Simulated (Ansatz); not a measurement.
# CoSi₂: stationary points along a deformation path

Method: DFT PBEsol, scalar-relativistic, plane waves, PAW in Ansatz 0.2.0. Settings: plane waves to 420 eV, k-mesh 18×18×18 (Γ-centred), Gaussian smearing 0.15 eV. No spin polarisation. A magnetic state may lie lower. Energies are free energies at this smearing, counted from the undisturbed cell; pressure is positive in compression.

The undisturbed cell (relaxed at this level):

```yaml
crystal:
  lattice:
    - [0.00000, 2.65625, 2.65625]
    - [2.65625, 0.00000, 2.65625]
    - [2.65625, 2.65625, 0.00000]
  atoms:
    - { symbol: Co, position: [0.00000, 0.00000, 0.00000] }
    - { symbol: Si, position: [0.25000, 0.25000, 0.25000] }
    - { symbol: Si, position: [0.75000, 0.75000, 0.75000] }
```

At fixed volume and fractional coordinates, lengths along (0.000, 0.000, 1.000) are scaled against those across it; ρ is that ratio over its starting value. V = 12.494 Å³/atom. Δσ is the stress along the axis less the mean stress across it (compression positive).

| ρ | ΔE (meV/atom) | Δσ (GPa) | space group |
| --- | --- | --- | --- |
| 0.650 | 1102.0 | 128.54 | I4/mmm |
| 0.707 | 626.0 | 90.21 | I4/mmm |
| 0.780 | 267.4 | 51.59 | I4/mmm |
| 0.850 | 95.8 | 26.61 | I4/mmm |
| 0.920 | 21.3 | 10.65 | I4/mmm |
| 0.960 | 4.7 | 4.61 | I4/mmm |
| 1.000 | 0.0 | 0.00 | Fm-3m |
| 1.050 | 6.0 | -4.60 | I4/mmm |
| 1.100 | 22.0 | -8.57 | I4/mmm |
| 1.200 | 78.7 | -16.57 | I4/mmm |
| 1.300 | 166.4 | -26.40 | I4/mmm |
| 1.414 | 312.8 | -40.64 | I4/mmm |
| 1.500 | 453.0 | -50.79 | I4/mmm |

Q: How does the stress give the slope of the energy, and where is the energy stationary?

A: Along the path d ln(length) is 2/3 d ln ρ on the axis and −1/3 d ln ρ across it, so dE/d ln ρ = −(2/3) V Δσ: the energy falls with ρ where Δσ is positive. Δσ vanishes or changes sign at ρ = 1.000 (Fm-3m), a minimum at 0.0 meV/atom. Pairs of stationary points between two samples would go unseen, and could change a minimum read from distant neighbours into a maximum. At ρ = 1.000 the cell is cubic, where symmetry alone makes the stress isotropic and the slope zero.

Q: Which shear constant sets the curvature at ρ = 1?

A: For a cubic crystal E/V = (2/3) C (ln ρ)² with C = C′ = (C11 − C12)/2, so Δσ = −2C ln ρ. The parabola of Δσ against ln ρ through ρ = 0.960, 1 and 1.050 gives C ≈ 52 GPa with the ions clamped, rough because the steps are large.

Q: Integrate that slope from ρ = 1 to 0.850 by the trapezoid rule.

A: With V/N in Å³ and 1 eV/Å³ = 160.2 GPa the slopes at ρ = 1.000, 0.960, 0.920, 0.850 are 0, -240, -553, -1384 meV/atom per unit of ln ρ. The steps add 4.9 + 16.9 + 76.6 = 98.4 meV/atom, against 95.8 from the energies; the trapezoid rule misses the curvature of the slope within each step.

In a metal these slopes depend on the k mesh and the smearing.

Cost: 13 runs of about 1.7 core-minutes in all, on Intel Xeon 6975P-C (Granite Rapids) (shared hosts).